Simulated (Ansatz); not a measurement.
**SrO: pressure against volume**

The task here is to estimate one member of a computed series from the others.

Method: DFT LDA, scalar-relativistic, in Ansatz 0.2.0.

## The system as given

The structure is cubic, space group Fm-3m (No. 225). Conventional cell: a = 5.140 Å, b = 5.140 Å, c = 5.140 Å, α = 90.00°, β = 90.00°, γ = 90.00°. Sr (site symmetry m-3m) has 6 O at 2.57 Å as nearest neighbours. O (site symmetry m-3m) has 6 Sr at 2.57 Å as nearest neighbours.

Coordinates:

```cif
data_structure
_symmetry_space_group_name_H-M 'P 1'
_symmetry_Int_Tables_number 1
_cell_length_a 3.6342
_cell_length_b 3.6342
_cell_length_c 3.6342
_cell_angle_alpha 60.000
_cell_angle_beta 60.000
_cell_angle_gamma 60.000
_cell_volume 33.94
loop_
_atom_site_label
_atom_site_type_symbol
_atom_site_fract_x
_atom_site_fract_y
_atom_site_fract_z
_atom_site_occupancy
Sr1 Sr 0.00000 0.00000 0.00000 1
O1 O 0.50000 0.50000 0.50000 1
```

Atoms are numbered in the order of the input: Sr1, O2.

The first run:

Input file input.yaml:

```yaml
crystal:
  lattice:
    - [0.0, 2.5173403822, 2.5173403822]
    - [2.5173403822, 0.0, 2.5173403822]
    - [2.5173403822, 2.5173403822, 0.0]
  atoms:
    - { symbol: Sr, position: [0.0, 0.0, 0.0] }
    - { symbol: O, position: [0.5, 0.5, 0.5] }
kpoints:
  mp_grid: { grid: [8, 8, 8] }
  band_path:
    path:
      - [0.0, 0.0, 0.0]
      - [0.5, 0.0, 0.5]
      - [0.625, 0.25, 0.625]
      - [0.375, 0.375, 0.75]
      - [0.0, 0.0, 0.0]
      - [0.5, 0.5, 0.5]
      - [0.5, 0.25, 0.75]
      - [0.5, 0.0, 0.5]
    npoints: 5
scf:
  occupations: { method: fermi_dirac, width: 0.02 }
hamiltonian:
  xc: lda
  pseudopotentials: { kind: all_electron, lapw: { basis_error: 0.00025 } }
output:
  forces: true
  stress: true
  eigenvalues: true
```

Run with:

```console
> ansatz run input.yaml --threads 1 --pin off --max-ram 3072MiB --backend cpu --events-out ev --progress --plain --runs-dir out
```

Among the steps run: Volume × 0.94, LAPW; Volume × 0.94, PAW; Volume × 0.94, crystal datasets; Volume × 0.98, LAPW; Volume × 0.98, PAW; Volume × 0.98, crystal datasets; Volume × 1.01, LAPW; Volume × 1.01, PAW; Volume × 1.01, crystal datasets; Volume × 1.04, LAPW; Volume × 1.04, PAW; Volume × 1.04, crystal datasets.

One table of the session follows, with a row left open; its other results are not shown here.

```
          method  volume (Å³/atom)  pressure (GPa)  gap on the k mesh (eV)
            LAPW            15.952               ?                       ?
            LAPW            16.631           -2.37                    3.14
            LAPW            17.140           -5.00                    3.16
            LAPW            17.649           -7.21                    3.18
             PAW            15.952            1.91                    3.11
             PAW            16.631           -2.38                    3.14
             PAW            17.140           -5.01                    3.16
             PAW            17.649           -7.21                    3.18
crystal datasets            15.952            1.92                    3.11
crystal datasets            16.631           -2.37                    3.14
crystal datasets            17.140           -5.00                    3.16
crystal datasets            17.649           -7.21                    3.18
```

Q: Estimate the row for LAPW, 15.952 from the others.

As computed: pressure (GPa): 1.93; gap on the k mesh (eV): 3.11. In the column «pressure (GPa)» it is the highest.

To keep in mind: Warnings in the runs' records: gradients without spin orbit, crystal datasets made.
